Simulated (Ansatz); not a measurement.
CoO, relaxed from a zincblende start to space group I-4m2 (read at 0.02 Å)

The computed numbers are results of PBE, scalar-relativistic (collinear spin) in the plane-wave PAW code Ansatz at 420 eV, 12×12×6 k-mesh, Gaussian smearing of 0.05 eV; PAW files: Ansatz's generated set soft_2.

```
CELL_PARAMETERS angstrom
0.00000 2.26568 2.26568
4.41628 2.26568 2.26568
4.41628 4.53136 0.00000
ATOMIC_POSITIONS crystal
Co 0.00000 0.00000 0.00000
O 0.25000 0.25000 0.00000
Co 0.00000 0.00000 0.50000
O 0.25000 0.25000 0.50000
```

This is a trial structure; measured cells of the compound in the Crystallography Open Database are in space groups I4/mmm, Fm-3m (rock salt).

Magnetic state: antiferromagnetic, site spin moments Co 2.03, -2.03 μB.

At this volume the pressure is -0.14 GPa; it isn't quite the equilibrium of this level of theory.

The cell has space group I-4m2 (read at 0.01 Å). In it the stress is -0.19, -0.12, -0.12, 0.00, 0.00, 0.00 GPa and the largest force component 0.000 eV/Å. Each change below starts from this cell, without further relaxation. Stress is in GPa, positive in compression, in the order xx, yy, zz, yz, xz, xy; energies are counted from the cell above and are free energies with the smearing's entropy, which match forces and stress in a metal.

Task: One atom was moved along a Cartesian axis, and these forces appeared. Which atom, and about how far?
```
atom  Fx (eV/Å)     Fy     Fz
 Co1     -0.755  0.000  0.000
  O2      0.368  0.000  0.000
 Co3      0.041  0.000  0.000
  O4      0.346  0.000  0.000
```

Result: Atom 1 (Co) is moved by 0.08 Å along x; the energy changes by 30.5 meV per cell.

Task: What happens when atom 4 (O) is moved by 0.20 Å along z?

Result: The energy changes by 176.4 meV per cell, and the force on it along the shift is -1.725 eV/Å (−F/u = 8.63 eV/Å²). Stress: 2.30, 2.17, 0.49, 0.00, 0.00, -4.47. Spin moments: Co 1.97, -1.97 μB.
```tsv
atom	Fx (eV/Å)	Fy	Fz
Co1	0.319	-0.760	0.711
O2	0.000	0.000	0.303
Co3	-0.319	0.760	0.711
O4	0.000	0.000	-1.725
```
In a harmonic crystal the energy would rise by −½F·u = ½ × 8.63 × 0.20² eV = 172.5 meV, which matches.

Task: What stress follows from an engineering strain of 3 % in xx, atoms carried along?

Result: -4.31, -3.12, -3.12, 0.00, 0.00, 0.00 GPa; the energy changes by 19.3 meV per cell. Spin moments: Co 2.08, -2.08 μB.
The change of the stress over the strain gives a clamped-atom stiffness of about 137 GPa for this component, a secant value that lies under the elastic constant in tension and over it in compression, by several per cent for each per cent of strain.
In a harmonic crystal the energy would rise by V(½Cε² − σ₀ε), with σ₀ the stress of the unstrained cell, = 19.1 meV, which matches.

Task: A single strain component, atoms carried along, gave the stress -1.59, -1.16, -1.16, 0.00, 0.00, 0.00. Which component, and about how large?

Result: An engineering strain of 1 % in xx; the energy changes by 2.6 meV per cell.

Task: All atoms and the cell are disturbed at random:
```
CELL_PARAMETERS angstrom
-0.00402 2.21575 2.22992
4.39837 2.25270 2.18513
4.44030 4.52401 -0.10034
ATOMIC_POSITIONS crystal
Co 0.08746 0.95917 0.02951
O 0.21975 0.23006 0.01092
Co 0.96988 0.00100 0.50736
O 0.22290 0.30977 0.45222
```
Give the energy change, the stress and the forces.

Result: 1095.7 meV per cell; stress 17.75, 8.75, 15.68, 4.25, 19.18, 3.00 GPa. Spin moments: Co 1.66, -1.90; O 0.07 μB.
```tsv
atom	Fx (eV/Å)	Fy	Fz
Co1	-1.017	-4.410	-0.323
O2	3.379	2.611	3.138
Co3	-0.358	-0.079	0.007
O4	-2.004	1.878	-2.822
```

Task: All atoms and the cell are disturbed at random:
```xyz
4
Lattice="0.0103 2.2801 2.2325 4.3996 2.2960 2.2367 4.4056 4.5634 0.0169" Properties=species:S:1:pos:R:3 pbc="T T T"
Co    0.0697   -0.0036   -0.0175
O     1.1834    1.1840    1.1029
Co    2.1969    2.0356    0.1078
O     3.1605    3.6356    1.0583
```
Give the energy change, the stress and the forces.

Result: 974.0 meV per cell; stress 11.00, 5.38, 15.48, -2.53, -17.30, 4.58 GPa. Spin moments: Co 1.93, -1.71; O -0.05 μB.
```
atom  Fx (eV/Å)      Fy      Fz
 Co1     -0.553   0.680  -0.204
  O2     -2.729  -2.557   2.719
 Co3      1.132   3.778  -0.985
  O4      2.150  -1.901  -1.530
```

The run wasn't fully tested for a lower electronic state. Site moments are of spin, integrated over atomic spheres. Compounds of this kind are often insulators, Mott or charge-transfer ones with an open 3d shell, so the metal found may come from the functional, which lacks a U or exact exchange, or from the structure.
